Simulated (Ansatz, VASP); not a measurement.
# AlP: VASP beside Ansatz

```
Al P
1.0
     0.00000    2.64182    2.64182
     2.64182    0.00000    2.64182
     2.64182    2.64182    0.00000
Al P
1 1
Cartesian
  0.0000 0.0000 0.0000
  3.9627 3.9627 3.9627
```

Alike in both runs: functional LDA; k mesh 8 × 8 × 8; no spin polarisation.

Ansatz relaxed the structure, and its values are those at the end. VASP's run is a single point on that final structure, the one shown.

|  | VASP | Ansatz |
| --- | --- | --- |
| version | VASP 6.6.1 | Ansatz 0.2.0 |
| potentials or method | VASP PAW LDA potentials, release 64 (Al, P) | scalar-relativistic, plane waves, PAW |
| plane-wave cutoff (eV) | 520 | 420 |
| occupations | gaussian, width 0.01 eV | fixed |
| valence electrons in the cell | 8 | 8 |

|  | VASP | Ansatz | Ansatz less VASP |
| --- | --- | --- | --- |
| gap on the k mesh at the Fermi level (eV) | 1.24 | 1.24 | +0.007 |
| least direct gap on the mesh (eV) | 3.56 | 3.57 | +0.001 |
| pressure (GPa) | 9.1 | 9.0 | -0.09 |

A k mesh can miss the band edges. As with any semilocal functional, this LDA gap is likely too small.
